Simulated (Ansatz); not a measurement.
# CuO (P6_3mc) in Ansatz: further runs

One crystal, CuO, is run at these levels: PBE+U; tasks: band structure.

All numbers are computed with Ansatz 0.2.0; they aren't measurements. Logs are shortened: lines on timing, memory, paths and dates and some standing lists are left out, and cuts for length are marked.

### Step 1. The structure

It takes space group P6_3mc (No. 186, hexagonal). Conventional cell: a = 3.288 Å, b = 3.288 Å, c = 5.385 Å, α = 90.00°, β = 90.00°, γ = 120.00°. Cu (site symmetry 3m) is surrounded by 4 O at 2.01 to 2.02 Å. Around O (site symmetry 3m) lie 4 Cu at 2.01 to 2.02 Å.

Measurements of this composition are mostly on another form, of space group No. 15.

### Step 2. Band structure, PBE+U

File input.yaml:

```yaml
crystal:
  lattice:
    - [3.28802443, 0.0, 0.0]
    - [-1.64401221, 2.84751268, 0.0]
    - [0.0, 0.0, 5.38502486]
  atoms:
    - { symbol: Cu, position: [0.6666666667, 0.3333333333, 0.0] }
    - { symbol: Cu, position: [0.3333333333, 0.6666666667, 0.5] }
    - { symbol: O, position: [0.6666666667, 0.3333333333, 0.6252] }
    - { symbol: O, position: [0.3333333333, 0.6666666667, 0.1252] }
hamiltonian:
  xc: pbe
  pseudopotentials: { kind: paw }
  hubbard: { sites: [{ species: Cu, l: d, u_eff: 5.0 }] }
kpoints:
  mp_grid: { grid: [9, 9, 5] }
  band_path:
    path:
      - [[0.0, 0.0, 0.0], [0.5, 0.0, 0.0], [0.3333333333, 0.3333333333, 0.0], [0.0, 0.0, 0.0], [0.0, 0.0, 0.5], [0.5, 0.0, 0.5], [0.3333333333, 0.3333333333, 0.5], [0.0, 0.0, 0.5]]
      - [[0.5, 0.0, 0.5], [0.5, 0.0, 0.0]]
      - [[0.3333333333, 0.3333333333, 0.0], [0.3333333333, 0.3333333333, 0.5]]
    npoints: 14
scf:
  occupations: { method: fermi_dirac, width: 0.05 }
  n_extra_bands: 10
output:
  forces: true
  stress: true
  eigenvalues: true
  fatbands: false
```

Potentials or basis: Ansatz PAW.

Launch:

```bash
$ ansatz run input.yaml --threads 2 --pin off --max-ram 5632MiB --backend cpu --events-out ev --progress --plain --runs-dir out
```

Output:

```text
Warning: RAYON_NUM_THREADS=2 ignored (pool sized by the plan → 2); use --threads N
Cu: projections on atomic orbitals take those of the free atom [Ne] 3s2 3p6 3d10 4s1, of charge +0.00 (hamiltonian.pseudopotentials.projection_atoms); the dataset's partial waves leave at most 2.0e-6 of an orbital's norm unspanned inside its sphere
O: projections on atomic orbitals take those of the free atom [He] 2s2 2p4, of charge +0.00 (hamiltonian.pseudopotentials.projection_atoms); the dataset's partial waves leave at most 1.9e-8 of an orbital's norm unspanned inside its sphere
scf.n_extra_bands = 10 over 25 filled bands (N_el = 50.0): the run solves 35 bands
Engine: ansatz 0.2.0, aarch64-unknown-linux-gnu
Pseudopotentials: kind: paw
Pseudopotential: Cu, paw, valence charge 19, recommended cutoff 420 eV (normal), Cu.paw.azcp
Pseudopotential: O, paw, valence charge 6, recommended cutoff 420 eV (normal), O.paw.azcp
Functional definition: PBE
  parameter kappa = 0.804
  parameter beta = 0.06672455060314922
  exchange = pbe_x(kappa = kappa, mu = beta*pi^2/3)
  correlation = pbe_c(beta = beta)
Crystal: 4 atoms, lattice volume = 50.418 Å³
Basis set: ecut = 420 eV, 989 PW (Γ), exchange–correlation on 48×48×72 points (8 copies of the dense FFT grid, shifted against one another)
Bands: 35, of which v1, the nominal top of the filled ones, is band 25 counted from 1 (24 counted from 0)
Symmetry: 12 space group operations
Space group: P63mc (ITA 186), of the structure as read, at distance tolerance 3.7e-5 Å
k-points: 36 of 405 (time reversal used)
Non-local potential: Cu, projectors of the file, l = 0: 3, l = 1: 2, l = 2: 3, l = 3: 1
Non-local potential: O, projectors of the file, l = 0: 2, l = 1: 2, l = 2: 1
PAW form: soft (Blöchl's): semilocal exchange-correlation on the pseudo side does not see the compensation charge
PAW one-centre angular grid: Cu, 590 points (default); XC on 64 Gauss nodes
PAW one-centre angular grid: O, 110 points (default); XC on 64 Gauss nodes
Initial density: superposition of atomic densities (chi_scale 0.1, normalization cell, long waves of neutral atoms under a Hubbard term (reshape's long-wave potential 0.00 eV rms, cloud 1.98 Å wide))
Initial wavefunctions: pseudopotential atomic-orbital guess
Functional: x = pbe(κ = 0.804, μ = 0.2195149727645171), c = pbe(β = 0.06672455060314922)
SCF iter   1: F=—  HF=-14379.681229 eV  |F-HF|=—  |Δ(HF+E_count)|=         —  Δρ=9.29e-2  dr2=3.26e0  ethr=3.10e-3  ⟨swp⟩=5.0  Hψ=4628  notcnv=0  defer=8
preconditioner: auto → LDOS  [metal: Δε(μ)=0.017 eV  Ē_g=15.504 eV  σ=0.050 eV  W_gap=0.09  n_scr=22 (ndim 8)  ℏωp=30.5 eV  f_vac=0.056  D(μ)=5.21/eV (n_scr^D=66)  β→1.0]
SCF iter   2: F=—  HF=-14381.186105 eV  |F-HF|=—  |Δ(HF+E_count)|=    1.50e0  Δρ=1.70e-1  dr2=7.16e0  ethr=3.10e-3  ⟨swp⟩=3.1  Hψ=2933  notcnv=0  defer=104  recentre
SCF iter   3: F=—  HF=-14379.398050 eV  |F-HF|=—  |Δ(HF+E_count)|=    1.79e0  Δρ=4.56e-2  dr2=7.19e-1  ethr=3.10e-3  ⟨swp⟩=2.5  Hψ=2772  notcnv=0  defer=98
SCF iter   4: F=—  HF=-14379.377061 eV  |F-HF|=—  |Δ(HF+E_count)|=   2.10e-2  Δρ=2.55e-2  dr2=1.24e-1  ethr=1.44e-3  ⟨swp⟩=2.0  Hψ=1786  notcnv=0  defer=102
SCF iter   5: F=—  HF=-14379.394883 eV  |F-HF|=—  |Δ(HF+E_count)|=   1.78e-2  Δρ=1.05e-2  dr2=1.81e-2  ethr=2.48e-4  ⟨swp⟩=2.1  Hψ=1883  notcnv=0  defer=102
SCF iter   6: F=—  HF=-14379.403104 eV  |F-HF|=—  |Δ(HF+E_count)|=   8.22e-3  Δρ=4.22e-3  dr2=3.02e-3  ethr=3.61e-5  ⟨swp⟩=2.0  Hψ=1949  notcnv=0  defer=102
SCF iter   7: F=—  HF=-14379.404945 eV  |F-HF|=—  |Δ(HF+E_count)|=   1.84e-3  Δρ=1.15e-3  dr2=2.81e-4  ethr=6.04e-6  ⟨swp⟩=2.1  Hψ=1923  notcnv=0  defer=102
SCF iter   8: F=—  HF=-14379.405119 eV  |F-HF|=—  |Δ(HF+E_count)|=   1.75e-4  Δρ=6.80e-4  dr2=1.33e-4  ethr=5.62e-7  ⟨swp⟩=1.0  Hψ=1158  notcnv=0  defer=102
SCF iter   9: F=—  HF=-14379.405114 eV  |F-HF|=—  |Δ(HF+E_count)|=   5.00e-6  Δρ=2.22e-4  dr2=1.03e-5  ethr=2.65e-7  ⟨swp⟩=1.1  Hψ=1190  notcnv=0  defer=102
SCF iter  10: F=—  HF=-14379.405135 eV  |F-HF|=—  |Δ(HF+E_count)|=   2.09e-5  Δρ=7.34e-5  dr2=1.32e-6  ethr=2.06e-8  ⟨swp⟩=2.3  Hψ=1724  notcnv=0  defer=102
SCF iter  11: F=—  HF=-14379.405136 eV  |F-HF|=—  |Δ(HF+E_count)|=   4.32e-7  Δρ=4.40e-5  dr2=5.73e-7  ethr=2.64e-9  ⟨swp⟩=1.7  Hψ=1579  notcnv=0  defer=102
SCF iter  12: F=—  HF=-14379.405136 eV  |F-HF|=—  |Δ(HF+E_count)|=   1.20e-7  Δρ=2.83e-5  dr2=2.43e-7  ethr=1.15e-9  ⟨swp⟩=1.3  Hψ=1356  notcnv=0  defer=102
SCF iter  13: F=-14379.405136 eV  HF=-14379.405136 eV  |F-HF|=1.64e-8  |Δ(HF+E_count)|=   8.55e-8  Δρ=1.63e-5  dr2=5.93e-8  ethr=2.00e-10  ⟨swp⟩=7.3  Hψ=5686  notcnv=0
SCF 1 converged in 13 iterations: F = -14379.405136 eV  dr2 = 5.93e-8
NSCF: frozen V_eff on 129 k-points
SCF converged after 13 iterations
Free energy (F): -14379.405136 eV
Harris-Foulkes:  -14379.405136 eV  (|F-HF|=1.64e-8)
Internal energy: -14379.360753 eV  (E = F + TS)
E sigma→0 (E₀):  -14379.382944 eV
Entropy (-TS):   -0.044383 eV (-11.096 meV/atom)
Fermi energy:    7.464597 eV
--- Per-component energies (eV) ---
  E_band       = -1033.212834
  E_kinetic    = 937.665615
  E_local      = -10682.556412  (includes V_loc(G=0)·N_el)
  E_nonlocal   = 893.453704
  E_hartree    = 4633.232590
  E_xc         = -319.688863
  E_vxc        = -410.012277  (∫ρ·V_xc dr)
  E_hubbard    = 2.068435  (on-site DFT+U / exact-exchange correction)
  E_vhub       = -43.659451  (the Hubbard potential's part of the band-sum identity)
  E_paw        = -3652.297623  (= ΣΔE_a)
  E_vpaw       = -994.596736  (= ΣTr[D̂ρ^β])
  E_aug_tail   = 0.005502  (compensation charges beyond the density's cutoff)
  E_ewald      = -6191.243701
  E_smearing   = -0.044383  (= −TS)
  E_closure    = -0.000000  (closes the sum)
  Σ components = -14379.405136   (vs F -14379.405136, Δ=0.00e0)
--- Forces (eV/Å), atoms counted from 1 ---
  atom   1  Cu     0.00000000    -0.00000000    -0.06849513
  atom   2  Cu     0.00000000     0.00000000    -0.06849513
  atom   3  O      0.00000000    -0.00000000     0.06852346
  atom   4  O      0.00000000    -0.00000000     0.06852346
  max |Σ_I F_I| component: 5.67e-5 eV/Å
--- Stress (GPa, compression-positive) ---
       -7.030956       0.000000      -0.000000
        0.000000      -7.030956      -0.000000
       -0.000000      -0.000000      -5.107765
  P = ⅓ Tr σ = -6.3899 GPa (-63.899 kbar)
--- Band table (eV; the first three rows and the last of 36) ---
  k-point 0: bands = ["-102.8168", "-102.8163", "-60.2263", "-60.2263", "-60.2256", "-60.2256", "-60.1898", "-60.1853", "-10.2719", "-9.8183", "2.6915", "2.9313", "2.9514", "2.9514", "3.1528", "3.1528", "4.5600", "4.5600", "4.9070", "4.9070", "5.3101", "7.5108", "7.5108", "8.1673", "8.2895", "8.2895", "9.2364", "13.9802", "15.9170", "21.8572", "21.8572", "22.4080", "22.9081", "22.9081", "25.0588"]
  k-point 1: bands = ["-102.8167", "-102.8163", "-60.2262", "-60.2262", "-60.2256", "-60.2256", "-60.1894", "-60.1857", "-10.2277", "-9.8608", "2.6195", "2.8382", "2.9609", "2.9609", "3.1229", "3.1229", "4.6019", "4.6019", "4.8842", "4.8842", "5.6177", "7.5856", "7.5856", "7.7381", "8.2164", "8.2164", "9.8492", "13.3543", "16.5378", "21.2523", "21.8603", "21.8603", "22.6764", "22.6764", "25.5118"]
  k-point 2: bands = ["-102.8164", "-102.8163", "-60.2260", "-60.2260", "-60.2258", "-60.2258", "-60.1883", "-60.1869", "-10.1127", "-9.9725", "2.5620", "2.6569", "2.9951", "2.9951", "3.0565", "3.0565", "4.7036", "4.7036", "4.8123", "4.8123", "6.3036", "7.0538", "7.7821", "7.7821", "8.0233", "8.0233", "10.9662", "12.2013", "17.7763", "19.3906", "21.9565", "21.9565", "22.2516", "22.2516", "26.2311"]
  k-point 35: bands = ["-102.8162", "-102.8162", "-60.2288", "-60.2288", "-60.2286", "-60.2282", "-60.1872", "-60.1872", "-9.7088", "-9.7088", "2.7382", "2.7382", "2.8432", "3.0257", "3.7791", "3.7791", "4.6446", "4.6939", "5.1981", "5.1981", "5.5395", "5.5395", "5.8901", "6.3354", "6.9882", "6.9882", "16.2658", "16.2960", "16.4781", "16.4781", "17.3352", "17.3352", "22.8725", "24.2709", "24.2709"]
Occupation matrices written to <dir>
```

Wall time 10 s (2 threads of Arm Neoverse V1, shared host); peak memory 0.42 GiB.

Results:

* Free energy: -14379.4051 eV
* Pressure: -6.4 GPa
* Largest force: 0.069 eV/Å
* Band gap on the k mesh: none (metal or under the smearing width)

Forces on the atoms (eV/Å):
```
Cu   0.000  0.000 -0.068
Cu   0.000  0.000 -0.068
O    0.000  0.000  0.069
O    0.000  0.000  0.069
```

Stress tensor (GPa, compression positive):
```
-7.03  0.00  0.00
 0.00 -7.03  0.00
 0.00  0.00 -5.11
```

Levels at the corners of the path, in eV from the Fermi level:
```csv
point,band 22,band 23,band 24,band 25,band 26,band 27,band 28,band 29,band 30,band 31
Γ,0.05,0.05,0.70,0.82,0.82,1.77,6.52,8.45,14.39,14.39
M,-1.93,-1.56,-1.22,-0.23,0.04,6.77,7.64,8.68,9.89,11.27
K,-1.72,-1.72,-0.78,-0.78,-0.67,8.57,8.57,8.79,8.92,11.65
Γ,0.05,0.05,0.70,0.82,0.82,1.77,6.52,8.45,14.39,14.39
A,-0.78,0.44,0.44,0.44,0.44,4.12,4.12,11.07,11.07,14.61
L,-2.11,-0.52,-0.52,-0.49,-0.49,6.89,6.89,9.02,9.02,12.68
H,-1.97,-1.35,-1.35,-0.44,-0.44,8.81,8.81,9.19,9.19,9.58
A,-0.78,0.44,0.44,0.44,0.44,4.12,4.12,11.07,11.07,14.61
L,-2.11,-0.52,-0.52,-0.49,-0.49,6.89,6.89,9.02,9.02,12.68
M,-1.93,-1.56,-1.22,-0.23,0.04,6.77,7.64,8.68,9.89,11.27
K,-1.72,-1.72,-0.78,-0.78,-0.67,8.57,8.57,8.79,8.92,11.65
H,-1.97,-1.35,-1.35,-0.44,-0.44,8.81,8.81,9.19,9.19,9.58
```

Eigenvalues of the final occupation matrices:
| site | spin | trace | eigenvalues |
| --- | --- | --- | --- |
| site 1 | 1 | 4.78 | 0.93 0.93 0.94 0.99 0.99 |
| site 2 | 1 | 4.78 | 0.93 0.93 0.94 0.99 0.99 |

Caveat: the pressure holds a Pulay correction of +0.6 GPa for the finite cutoff; the run has no spin polarisation, though such a crystal can be magnetic; U without spin polarisation on a metal has little footing.

### Step 3. Band structure, PBE+U

input.yaml, as its differences from that of step 2:

```diff
@@ -13,3 +13,3 @@
   pseudopotentials: { kind: paw }
-  hubbard: { sites: [{ species: Cu, l: d, u_eff: 5.0 }] }
+  hubbard: { sites: [{ species: Cu, l: d, u_eff: 6.0 }] }
 kpoints:
@@ -30 +30,5 @@
   fatbands: false
+  write_density: true
+  write_potential: true
+  elf: true
+  volumetric_format: npy
```

Potentials or basis: Ansatz PAW.

Launch:

```bash
$ ansatz run input.yaml --threads 2 --pin off --max-ram 5632MiB --backend cpu --events-out ev --progress --plain --runs-dir out
```

Output:

```text
Warning: RAYON_NUM_THREADS=2 ignored (pool sized by the plan → 2); use --threads N
Cu: projections on atomic orbitals take those of the free atom [Ne] 3s2 3p6 3d10 4s1, of charge +0.00 (hamiltonian.pseudopotentials.projection_atoms); the dataset's partial waves leave at most 2.0e-6 of an orbital's norm unspanned inside its sphere
O: projections on atomic orbitals take those of the free atom [He] 2s2 2p4, of charge +0.00 (hamiltonian.pseudopotentials.projection_atoms); the dataset's partial waves leave at most 1.9e-8 of an orbital's norm unspanned inside its sphere
scf.n_extra_bands = 10 over 25 filled bands (N_el = 50.0): the run solves 35 bands
[... 9 set-up lines as earlier in the session ...]
Crystal: 4 atoms, lattice volume = 50.418 Å³
Basis set: ecut = 420 eV, 989 PW (Γ), exchange–correlation on 48×48×72 points (8 copies of the dense FFT grid, shifted against one another)
Bands: 35, of which v1, the nominal top of the filled ones, is band 25 counted from 1 (24 counted from 0)
[... 2 set-up lines as earlier in the session ...]
k-points: 36 of 405 (time reversal used)
[... 8 set-up lines as earlier in the session ...]
SCF iter   1: F=—  HF=-14379.435741 eV  |F-HF|=—  |Δ(HF+E_count)|=         —  Δρ=9.99e-2  dr2=3.85e0  ethr=3.10e-3  ⟨swp⟩=5.0  Hψ=4628  notcnv=0  defer=8
[... 14 lines left out ...]
NSCF: frozen V_eff on 129 k-points
SCF converged after 13 iterations
Free energy (F): -14379.004120 eV
Harris-Foulkes:  -14379.004120 eV  (|F-HF|=4.80e-8)
Internal energy: -14378.960425 eV  (E = F + TS)
E sigma→0 (E₀):  -14378.982273 eV
Entropy (-TS):   -0.043695 eV (-10.924 meV/atom)
Fermi energy:    7.305352 eV
--- Per-component energies (eV) ---
  E_band       = -1038.192201
  E_kinetic    = 938.228118
  E_local      = -10689.480437  (includes V_loc(G=0)·N_el)
  E_nonlocal   = 896.010180
  E_hartree    = 4639.263197
  E_xc         = -319.529898
  E_vxc        = -409.800873  (∫ρ·V_xc dr)
  E_hubbard    = 2.330478  (on-site DFT+U / exact-exchange correction)
  E_vhub       = -52.866066  (the Hubbard potential's part of the band-sum identity)
  E_paw        = -3654.543857  (= ΣΔE_a)
  E_vpaw       = -998.821940  (= ΣTr[D̂ρ^β])
  E_aug_tail   = 0.005497  (compensation charges beyond the density's cutoff)
  E_ewald      = -6191.243701
  E_smearing   = -0.043695  (= −TS)
  E_closure    = 0.000000  (closes the sum)
  Σ components = -14379.004120   (vs F -14379.004120, Δ=0.00e0)
--- Forces (eV/Å), atoms counted from 1 ---
  atom   1  Cu    -0.00000000    -0.00000000    -0.06818121
  atom   2  Cu     0.00000000     0.00000000    -0.06818121
  atom   3  O     -0.00000000     0.00000000     0.06821254
  atom   4  O      0.00000000    -0.00000000     0.06821254
  max |Σ_I F_I| component: 6.27e-5 eV/Å
--- Stress (GPa, compression-positive) ---
       -6.299391       0.000000      -0.000000
        0.000000      -6.299391      -0.000000
       -0.000000      -0.000000      -4.333265
  P = ⅓ Tr σ = -5.6440 GPa (-56.440 kbar)
--- Band table (eV; the first three rows and the last of 36) ---
  k-point 0: bands = ["-102.6605", "-102.6598", "-60.0741", "-60.0741", "-60.0734", "-60.0734", "-60.0378", "-60.0332", "-10.3316", "-9.8992", "2.6347", "2.6848", "2.7136", "2.7136", "2.9119", "2.9119", "4.1914", "4.1914", "4.5524", "4.5524", "5.0130", "7.3559", "7.3559", "8.0165", "8.1394", "8.1394", "9.2338", "13.9860", "15.8955", "21.8757", "21.8757", "22.4214", "22.9209", "22.9209", "25.0732"]
  k-point 1: bands = ["-102.6604", "-102.6598", "-60.0741", "-60.0741", "-60.0735", "-60.0735", "-60.0374", "-60.0337", "-10.2887", "-9.9390", "2.5267", "2.6049", "2.7220", "2.7220", "2.8816", "2.8816", "4.2353", "4.2353", "4.5287", "4.5287", "5.3541", "7.4314", "7.4314", "7.5912", "8.0660", "8.0660", "9.8319", "13.3493", "16.5276", "21.2649", "21.8784", "21.8784", "22.6901", "22.6901", "25.5242"]
  k-point 2: bands = ["-102.6601", "-102.6599", "-60.0739", "-60.0739", "-60.0737", "-60.0737", "-60.0363", "-60.0349", "-10.1780", "-10.0444", "2.4112", "2.4579", "2.7544", "2.7544", "2.8150", "2.8150", "4.3413", "4.3413", "4.4542", "4.4542", "6.0910", "6.8811", "7.6294", "7.6294", "7.8720", "7.8720", "10.9483", "12.1877", "17.7772", "19.3990", "21.9735", "21.9735", "22.2669", "22.2669", "26.2409"]
  k-point 35: bands = ["-102.6598", "-102.6598", "-60.0767", "-60.0767", "-60.0765", "-60.0761", "-60.0352", "-60.0352", "-9.7937", "-9.7937", "2.5595", "2.5595", "2.6231", "2.8371", "3.5935", "3.5935", "4.3004", "4.3485", "4.9197", "4.9197", "5.2459", "5.2459", "5.6797", "6.1538", "6.8240", "6.8240", "16.2590", "16.2970", "16.4809", "16.4809", "17.3322", "17.3322", "22.8711", "24.2842", "24.2842"]
Occupation matrices written to <dir>
```

rho_z.tsv:

```text
# z_ang	rho[e/angstrom^3]
# format = ansatz-planar-average/11
# lattice	3.288024427	-0.000000003	0.000000000
# lattice	-1.644012211	2.847512684	0.000000000
# lattice	0.000000000	0.000000000	5.385024860
# sites	4
# site	29	1.644012214	0.949170893	0.000000000
# site	29	0.000000002	1.898341788	2.692512430
# site	8	1.644012214	0.949170893	3.366717542
# site	8	0.000000002	1.898341788	0.674205112
0.000000	2.980857e0
0.149584	2.618691e0
0.299168	1.846255e0
0.448752	1.294035e0
0.598336	1.023991e0
0.747920	8.557527e-1
[... 28 lines left out ...]
5.085857	1.469131e0
5.235441	2.443480e0
```

It took 11 s on 2 threads of Arm Neoverse V1, shared host; peak memory 0.45 GiB.

Results:

```yaml
Free_energy: -14379.0041 eV
Pressure: -5.6 GPa
Largest_force: 0.068 eV/Å
Band_gap_on_the_k_mesh: none (metal or under the smearing width)
```

Forces in eV/Å, atoms in the order of the input:
```
Cu   0.000  0.000 -0.068
Cu   0.000  0.000 -0.068
O    0.000  0.000  0.068
O    0.000  0.000  0.068
```

Levels at the corners of the path, in eV from the Fermi level:
```csv
point,band 22,band 23,band 24,band 25,band 26,band 27,band 28,band 29,band 30,band 31
Γ,0.05,0.05,0.71,0.83,0.83,1.93,6.68,8.59,14.57,14.57
M,-2.04,-1.62,-1.24,-0.24,0.04,6.92,7.79,8.85,10.06,11.43
K,-1.84,-1.84,-0.80,-0.80,-0.67,8.72,8.72,8.94,9.09,11.82
Γ,0.05,0.05,0.71,0.83,0.83,1.93,6.68,8.59,14.57,14.57
A,-0.81,0.45,0.45,0.45,0.45,4.26,4.26,11.24,11.24,14.79
L,-2.21,-0.53,-0.53,-0.49,-0.49,7.06,7.06,9.16,9.16,12.86
H,-2.12,-1.38,-1.38,-0.45,-0.45,8.97,8.97,9.36,9.36,9.73
A,-0.81,0.45,0.45,0.45,0.45,4.26,4.26,11.24,11.24,14.79
L,-2.21,-0.53,-0.53,-0.49,-0.49,7.06,7.06,9.16,9.16,12.86
M,-2.04,-1.62,-1.24,-0.24,0.04,6.92,7.79,8.85,10.06,11.43
K,-1.84,-1.84,-0.80,-0.80,-0.67,8.72,8.72,8.94,9.09,11.82
H,-2.12,-1.38,-1.38,-0.45,-0.45,8.97,8.97,9.36,9.36,9.73
```

Eigenvalues of the final occupation matrices:
| site | spin | trace | eigenvalues |
| --- | --- | --- | --- |
| site 1 | 1 | 4.79 | 0.93 0.93 0.95 0.99 0.99 |
| site 2 | 1 | 4.79 | 0.93 0.93 0.95 0.99 0.99 |

Caveat: the pressure holds a Pulay correction of +0.6 GPa for the finite cutoff; the run has no spin polarisation, though such a crystal can be magnetic; U without spin polarisation on a metal has little footing.

(Part 1 of 2 ends here.)
